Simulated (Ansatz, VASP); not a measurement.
**One calculation of PbS (Galena), two programs**

```
Pb S
1.0
     0.00000    2.96575    2.96575
     2.96575    0.00000    2.96575
     2.96575    2.96575    0.00000
Pb S
1 1
Direct
  0.00000 0.00000 0.00000
  0.50000 0.50000 0.50000
```

Alike in both runs: task single point; functional PBE; k mesh 8 × 8 × 8; occupations gaussian, width 0.023 eV; no spin polarisation.

|  | VASP | Ansatz |
| --- | --- | --- |
| version | VASP 6.6.1 | Ansatz 0.2.0 |
| potentials or method | VASP PAW PBE potentials, release 64 (Pb_d, S) | Ansatz PAW |
| plane-wave cutoff (eV) | 520 | 420 |
| valence electrons in the cell | 20 | 20 |

|  | VASP | Ansatz | Ansatz less VASP |
| --- | --- | --- | --- |
| gap on the k mesh at the Fermi level (eV) | 0.36 | 0.36 | -0.007 |
| least direct gap on the mesh (eV) | 0.36 | 0.36 | -0.007 |
| pressure (GPa) | 2.2 | 2.2 | +0.06 |

Caveats: spin-orbit coupling is left out, which as a rule narrows the gap of such compounds by several tenths of an eV. A k mesh can miss the band edges.
